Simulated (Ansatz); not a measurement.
Theory: DFT PBE, scalar-relativistic, plane waves, PAW in Ansatz. All cells share a 420 eV cutoff and Γ-centred k meshes spaced at most about 0.3 Å⁻¹ (about 0.25 or finer for metals, 2π included). No spin polarisation.

These are static total energies at zero pressure.

Problem. Which of these relaxed structures of InSe is the lowest in energy?
A.

```
In Se
1.0
     3.63204    0.00000    0.00000
     0.00000    3.63204    0.00000
     0.00000    0.00000    3.63204
In Se
1 1
Direct
  0.50000 0.50000 0.50000
  0.00000 0.00000 0.00000
```

B.

```
In Se
1.0
     2.06380    1.19153    7.31157
    -2.06380    1.19153    7.31157
     0.00000   -2.38307    7.31157
In Se
2 2
Direct
  0.50000 0.50000 0.50000
  0.00000 0.00000 0.00000
  0.76245 0.76245 0.76245
  0.23755 0.23755 0.23755
```

C.

```
In Se
1.0
     2.04367    1.17991    9.31415
    -2.04367    1.17991    9.31415
     0.00000   -2.35983    9.31415
In Se
2 2
Direct
  0.89335 0.89335 0.89335
  0.99447 0.99447 0.99447
  0.37337 0.37337 0.37337
  0.18112 0.18112 0.18112
```

Solution. C. The next of these, B, lies 88 meV/atom higher. Forms: C R3m; B R-3m; A caesium chloride type, Pm-3m. Counting Se atoms around In (those within 1.25 times the shortest such distance or 1.15 times the sum of covalent radii; the shortest distance is added where it is long for a bond; a slash parts the counts of unlike sites): C has In 3; B has In 6/6 from 3.2 Å; A has In 8 from 3.1 Å. Origin: A, invented; B, invented, then shaken at random and relaxed again; C, reached from a Materials Project cell.

Weakly bound directions are ill-defined at this level, which has no dispersion term (R3m), and this can change margins and order among such cells. In Pm-3m an odd number of electrons in the primitive cell allows no gap without spin; a larger cell or a magnetic state could open one. Cells relaxed within their symmetry can be saddle points. Some types were kept out of the candidates beforehand, so the set may lack a known form.
